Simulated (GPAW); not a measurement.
Set up this calculation in GPAW 26.7.0, as an ASE script.

| Item | Value |
| --- | --- |
| Task | equation of state |
| Functional | BLYP |
| Potentials or basis | PAW data sets generated in the run's folder for this functional |
| Cutoff | 600 eV |
| Basis | pw |
| k mesh | 6 × 6 × 6 |
| Occupations | fermi-dirac, width 0.05 eV |
| Spin | no spin polarisation |
| Eigensolver | davidson |
| Maxiter | 150 |
| Eos scales | [0.94, 0.96, 0.98, 1.0, 1.02, 1.04, 1.06] |

The structure of PbS (Galena) lies in PbS.cif:

```cif
data_PbS
_cell_length_a 4.19420387
_cell_length_b 4.19420387
_cell_length_c 4.19420387
_cell_angle_alpha 60.00000000
_cell_angle_beta 60.00000000
_cell_angle_gamma 60.00000000
_space_group_name_H-M_alt 'P1'
_space_group_name_Hall 'P 1'
_space_group_IT_number 1
loop_
_space_group_symop_operation_xyz
'x,y,z'
loop_
_atom_site_label
_atom_site_type_symbol
_atom_site_symmetry_multiplicity
_atom_site_Wyckoff_symbol
_atom_site_fract_x
_atom_site_fract_y
_atom_site_fract_z
_atom_site_occupancy
Pb1 Pb 1 a 0.0000000000 0.0000000000 0.0000000000 1
S1 S 1 a 0.5000000000 0.5000000000 0.5000000000 1
```

These files were run (other wordings do the same):

run.py

```python
from ase.eos import EquationOfState
from ase.io import Trajectory, read
from ase.units import GPa
from gpaw import GPAW, PW, setup_paths

setup_paths.insert(0, '.')

atoms = read('PbS.cif')

traj = Trajectory('eos.traj', 'w')
volumes, energies = [], []
for x in [0.94, 0.96, 0.98, 1.0, 1.02, 1.04, 1.06]:
    a = atoms.copy()
    a.set_cell(atoms.cell * x**(1 / 3), scale_atoms=True)
    calc = GPAW(mode=PW(600),
                xc='BLYP',
                kpts={'size': (6, 6, 6), 'gamma': True},
                occupations={'name': 'fermi-dirac', 'width': 0.05},
                nbands=19,
                convergence={'density': 1e-05, 'energy': 1e-05},
                eigensolver='davidson',
                maxiter=150,
                txt=f'eos-{x:.2f}.txt')
    a.calc = calc
    energies.append(a.get_potential_energy(force_consistent=True))
    volumes.append(a.get_volume())
    p = -a.get_stress()[:3].mean() / GPa
    calc.write(f'eos-{x:.2f}.gpw')
    traj.write(a)
    print(f'{x:.2f} {volumes[-1]:10.4f} A^3 {energies[-1]:14.6f} eV {p:9.3f} GPa', flush=True)

v0, e0, B = EquationOfState(volumes, energies, eos='birchmurnaghan').fit()
print(f'V0 = {v0:.4f} A^3, E0 = {e0:.6f} eV, B0 = {B / GPa:.2f} GPa')
```

Potentials or basis: PAW data sets generated in the run's folder for this functional, pw.

Command:

```console
$ gpaw-setup -f BLYP Pb S
$ OMP_NUM_THREADS=1 python run.py
```

Results of the run:

```yaml
Equilibrium_volume: "28.83 Å³/atom (rough: see the caveat)"
Bulk_modulus: 46 GPa (rough)
```

Caveat: the minimum lies outside the volumes run.

Wall time 70 s on 1 thread of Arm Neoverse V1, with other jobs on the host, peak memory 0.23 GiB.
